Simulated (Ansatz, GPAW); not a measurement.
# Geometry or basis: what sets the conductance of an In chain with a Zn atom on top of one atom, part 3 of 3

Wanted: T(E) of an In chain with a Zn atom on top of one atom at a relaxed geometry in two programs, beside the unrelaxed structure.

GPAW 26.7.0 and Ansatz 0.2.0; Ansatz plane waves; relaxation of the junction with the lead ends held; PAW set soft_1 (the session's first sound run).

So far, transmission at the Fermi level (one spin): step 3 (plane waves, PBE) 1.43; step 5 (GPAW, szp: basis = "szp(dzp)", PBE, GPAW) 1.47; step 6 (GPAW, sz: basis = "sz(dzp)", PBE, GPAW) 1.49; step 7 (revPBE in the dzp basis: xc = "revPBE") 1.41; step 8 (without the relaxation: geometry = "as built", PBE, GPAW) 1.87.

### Step 11. Potential alignment off

Without the shift, lead and junction are matched by their Fermi levels alone.

This step: GPAW LCAO, PAW setups; Landauer transmission from Green's functions with principal layers (ASE), zero bias (GPAW 26.7.0).

The input, run.py:

```python
import json
import numpy as np
from ase import Atoms
from ase.transport.calculators import TransportCalculator
from gpaw import GPAW, FermiDirac
from gpaw.lcao.tools import get_lcao_hamiltonian
from scipy.linalg import eigh

# The junction with lead layers at both ends, along the third cell vector
device = Atoms(
    ['In', 'In', 'In', 'In', 'In', 'In', 'In', 'Zn', 'In', 'In', 'In', 'In', 'In', 'In'],
    positions=[
        [4.50000, 4.50000, 1.47500],
        [4.50000, 4.50000, 4.42500],
        [4.50000, 4.50000, 7.37500],
        [4.50000, 4.50000, 10.32500],
        [4.37786, 3.65096, 13.40878],
        [4.36727, 4.44084, 16.49021],
        [3.33963, 3.34128, 19.19929],
        [5.93050, 4.02312, 19.12712],
        [4.43946, 4.44321, 21.86941],
        [4.29167, 3.68199, 24.94420],
        [4.50000, 4.50000, 28.02500],
        [4.50000, 4.50000, 30.97500],
        [4.50000, 4.50000, 33.92500],
        [4.50000, 4.50000, 36.87500]],
    cell=[[9.0, 0.0, 0.0], [0.0, 9.0, 0.0], [0.0, 0.0, 38.35]],
    pbc=True)

# One principal layer of the lead: the first 3 atoms of the device
lead = Atoms(
    ['In', 'In', 'In'],
    positions=[
        [4.50000, 4.50000, 1.47500],
        [4.50000, 4.50000, 4.42500],
        [4.50000, 4.50000, 7.37500]],
    cell=[[9.0, 0.0, 0.0], [0.0, 9.0, 0.0], [0.0, 0.0, 8.85]],
    pbc=True)

settings = dict(mode='lcao', basis='dzp', xc='PBE', h=0.2,
                occupations=FermiDirac(0.1), maxiter=250,
                mixer=dict(beta=0.1, nmaxold=8, weight=100.0),
                convergence=dict(density=0.0001))
energies = np.arange(-2, 2 + 1e-9, 0.025)
eta = 0.0001
n1, n2 = 1, 1
# k and -k transmit alike, so half of the mesh across the current serves
mesh = [(i, j) for i in range(n1) for j in range(n2) if (i, j) <= (-i % n1, -j % n2)]
weights = np.array([1 if (i, j) == (-i % n1, -j % n2) else 2 for i, j in mesh]) / (n1 * n2)

# [... helper functions left out ...]
fermi_lead = ground_state(lead, (1, 1, 13), 'lead.txt')
fermi_device = ground_state(device, (1, 1, 2), 'device.txt')
# [... loop over the mesh left out, but for ...]
        # Lead and device are aligned by their Fermi levels alone
        shift = 0.0
# [...]
kT = 8.617333e-5 * 300
bias = [0.1, 0.2, 0.5, 1.0, 1.5, 2.0]
# [... integrals and printing left out ...]
```

Started as:

```
$ OMP_NUM_THREADS=1 OPENBLAS_NUM_THREADS=1 python run.py
```

Run time: 94 s. Hardware: 1 thread of Arm Neoverse V1, shared host; peak memory 1.3 GiB.

Numbers from this step:

- conductance: 1.395 G₀
- largest misfit of the first principal layer: 0.02178 eV
- shift that aligns the lead: 0 eV
- transmission at the Fermi level (one spin): 1.424

One spin. Transmission, zone mean against energy, zero at the Fermi level:

energy (eV), transmission, zone mean and a bar:
```
   -2.000       0.02 
   -1.800       0.00 
   -1.600       0.00 
   -1.400       0.00 
   -1.200       0.13 #
   -1.000       0.20 ##
   -0.800       0.26 ###
   -0.600       0.42 ####
   -0.400       0.89 #########
   -0.200       0.94 ##########
    0.000       1.42 ###############
    0.200       1.77 ###################
    0.400       2.36 #########################
    0.450       2.56 ###########################
    0.600       1.81 ###################
    0.800       2.33 #########################
    1.000       2.74 #############################
    1.200       2.83 ##############################
    1.250       2.83 ##############################
    1.400       2.81 ##############################
    1.600       2.69 #############################
    1.800       2.54 ###########################
    2.000       1.98 #####################
```

Crossings of the lead's bands, unfolded to its shortest repeat. The open channels, zone mean by energy, zero at the Fermi level:

energy (eV), open channels, zone mean and a bar:
```
   -2.000       1.00 ##########
   -1.900       0.00 
   -1.800       0.00 
   -1.700       0.00 
   -1.600       0.00 
   -1.500       0.00 
   -1.400       0.00 
   -1.300       0.00 
   -1.200       1.00 ##########
   -1.100       1.00 ##########
   -1.000       1.00 ##########
   -0.900       1.00 ##########
   -0.800       1.00 ##########
   -0.700       1.00 ##########
   -0.600       1.00 ##########
   -0.500       1.00 ##########
   -0.400       1.00 ##########
   -0.300       1.00 ##########
   -0.200       1.00 ##########
   -0.100       3.00 ##############################
    0.000       3.00 ##############################
    0.100       3.00 ##############################
    0.200       3.00 ##############################
    0.300       3.00 ##############################
    0.400       3.00 ##############################
    0.500       3.00 ##############################
    0.600       3.00 ##############################
    0.700       3.00 ##############################
    0.800       3.00 ##############################
    0.900       3.00 ##############################
    1.000       3.00 ##############################
    1.100       3.00 ##############################
    1.200       3.00 ##############################
    1.300       3.00 ##############################
    1.400       3.00 ##############################
    1.500       3.00 ##############################
    1.600       3.00 ##############################
    1.700       3.00 ##############################
    1.800       3.00 ##############################
    1.900       3.00 ##############################
    2.000       3.00 ##############################
```

Not self-consistent under bias; the bias window is split evenly. The current through one cell, from the zero-bias transmission by bias:

```
bias (V)  current through one cell, from the zero-bias transmission (μA)
   0.100                                                            10.7
   0.200                                                            21.2
   0.500                                                            52.4
   1.000                                                             112
   1.500                                                             159
   2.000                                                             212
```

Transmission of the three most open eigenchannels against energy, zero at the Fermi level:

```
energy (eV)  channel 1  channel 2  channel 3
     -2.000     0.0178          0          0
     -1.800    4.4e-10          0          0
     -1.600    2.4e-10          0          0
     -1.400     1.3e-9          0          0
     -1.200      0.129          0          0
     -1.000      0.200          0          0
     -0.800      0.257          0          0
     -0.600      0.417          0          0
     -0.400      0.888          0          0
     -0.200      0.941     1.3e-9     1.1e-9
      0.000      0.889      0.446     0.0891
      0.200      0.942      0.587      0.242
      0.400      0.960      0.747      0.654
      0.600      0.950      0.861    0.00270
      0.800      0.995      0.907      0.431
      1.000      0.991      0.920      0.825
      1.200      0.970      0.960      0.901
      1.400      0.997      0.957      0.855
      1.600      0.999      0.867      0.827
      1.800      0.948      0.906      0.685
      2.000      0.952      0.610      0.418
```

The conductance, 1.40 G₀, lies 0.4 % below that of the dzp run.

### Step 12. Results

| Quantity | Value |
| --- | --- |
| conductance | 1.40 G₀ |
| transmission at the Fermi level, mean of the spins | 1.43 |
| open channels of the lead there | 3 |

In the dzp basis the junction conducts 1.40 G₀ at 300 K, with T = 1.43 a spin at the Fermi level; the sz basis reaches that conductance within 10 %. Relaxation moved atoms by up to 1.6 Å and took the conductance from 1.86 to 1.40 G₀, as a ratio a larger change than the step from dzp to the minimal basis. Plane waves (PBE) give T = 1.43 there. The scatterer reflects about 52 % of the incoming channels at the Fermi level. At the Fermi level the three most open eigenchannels pass 0.89, 0.45 and 0.092. Measured against the first run (pw-pbe), the nearest curve is that of dzp-revPBE (r.m.s. 0.12) and the farthest that of asbuilt (0.49). Over the compared runs wall time goes from 44 s (sz) to 109 s (pw-pbe), on a shared host; the plane-wave run used 4 threads and the orbital runs 1. Moves of this size go well beyond a change of bond lengths: the free chain atoms or the scatterer took up a new arrangement, and the name in the title describes the start. The leads kept an estimated spacing and the cell its length, so the junction may be under some tension or compression. The run had no spin polarisation, so a magnetic state, which chains and small molecules with open shells often have, wasn't tested. Spin-orbit coupling is left out, which matters for the heavy atoms here. An evenly spaced straight chain is an idealisation: free chains tend to dimerise, zigzag or, where a band edge lies near the Fermi level, turn magnetic. The currents use the zero-bias T(E) throughout, which holds only while the bias is small against the distance to the nearest feature. The thermopower isn't quoted: it samples T(E) farther from the Fermi level than the conductance does, and the energy grid wasn't tested for it.

[Logs are printed without paths, hosts, clocks, repeated set-up lines and the standing remarks that a program may print on its own settings, such as how far it seeks lower states.]

[Hosts, paths, dates, database ids (printed as entryN), source tags and the programs' standing remarks are cut or masked in the printed files.]
